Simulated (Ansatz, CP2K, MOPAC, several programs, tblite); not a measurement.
# SnSe2: cheap methods against density-functional theory

Aim: run SnSe2 through methods of unlike cost and see what each gets, and at what price.

Method: no spin polarisation, static lattice; gaps from single points on the cell relaxed beforehand with r²SCAN, in MOPAC, tblite, CP2K, Ansatz (versions at each run).

### 1 The system as given

The structure is tetragonal, space group P4_2/mnm (No. 136). The conventional cell has a = 6.502 Å, b = 6.502 Å, c = 3.954 Å, α = 90.00°, β = 90.00°, γ = 90.00°. Sn (site symmetry mmm) is surrounded by 6 Se at 2.66 to 2.83 Å. Se (site symmetry m2m) is surrounded by 3 Sn at 2.66 to 2.83 Å.

Structure file:

```cif
data_structure
_symmetry_space_group_name_H-M 'P4_2/mnm'
_symmetry_Int_Tables_number 136
_cell_length_a 6.5024
_cell_length_b 6.5024
_cell_length_c 3.9542
_cell_angle_alpha 90.000
_cell_angle_beta 90.000
_cell_angle_gamma 90.000
_cell_volume 167.19
loop_
_atom_site_label
_atom_site_type_symbol
_atom_site_symmetry_multiplicity
_atom_site_Wyckoff_symbol
_atom_site_fract_x
_atom_site_fract_y
_atom_site_fract_z
_atom_site_occupancy
Sn1 Sn 2 a 0.00000 0.00000 0.00000 1
Se1 Se 4 f 0.30730 0.30730 0.00000 1
```

The structure type (rutile) is imposed and need not be the compound's stable one.

**Question.** The methods are PM6, PM7, GFN1-xTB (tblite), PBE/DZVP, PBE/SZV, coarse PBE, PBE, r2SCAN. What gap does r2SCAN give on this cell, and which other methods (full PBE left aside) come nearest to r2SCAN and farthest in gap, volume and bulk modulus?

| quantity | value |
| --- | --- |
| r2SCAN | no gap, 27.87 Å³/atom, B₀ 60 GPa |
| gap: nearest and farthest of the other methods | PBE/DZVP, PBE/SZV, coarse PBE (about 0.00 eV off); PM7 (+3.82 eV) |
| volume: nearest and farthest of the other methods | PBE/DZVP (+6.4 %), GFN1-xTB (tblite) (-11.4 %) |
| bulk modulus: nearest and farthest of the other methods | GFN1-xTB (tblite) (+16 %), PBE/DZVP (-20 %) |

**Reading.** For the gap (full PBE left aside), PBE/DZVP, PBE/SZV, coarse PBE tie for nearest to r2SCAN; PM7 is farthest. For the volume, of the 2 methods compared (full PBE left aside), PBE/DZVP comes nearest to r2SCAN and GFN1-xTB (tblite) is farthest. Among the 2 methods compared for the bulk modulus (full PBE left aside), GFN1-xTB (tblite) is nearest to r2SCAN and PBE/DZVP farthest. A minimal basis or a coarse cutoff and mesh shifts results by its own error, so closeness to r2SCAN can be chance. Cluster runs see only the k-points that fold onto the zone centre, so their gaps can miss the band edges. No volume is given for PM6, PM7, PBE/SZV, coarse PBE, which can hide a larger miss. Overlaps count as a gap of zero in the misses; they are PBE/DZVP -0.11, PBE/SZV -0.05, coarse PBE -0.12, PBE -0.14, r2SCAN -0.04 eV. CPU times run from 2.6 s (PM7) to 31 s (r2SCAN). PM6, PM7 disagree with r2SCAN even on whether there is a gap. Semilocal functionals can close a small real gap, so r2SCAN's «no gap» may be its own error. r2SCAN is a yardstick, not the truth. Spin-orbit coupling is left out throughout.
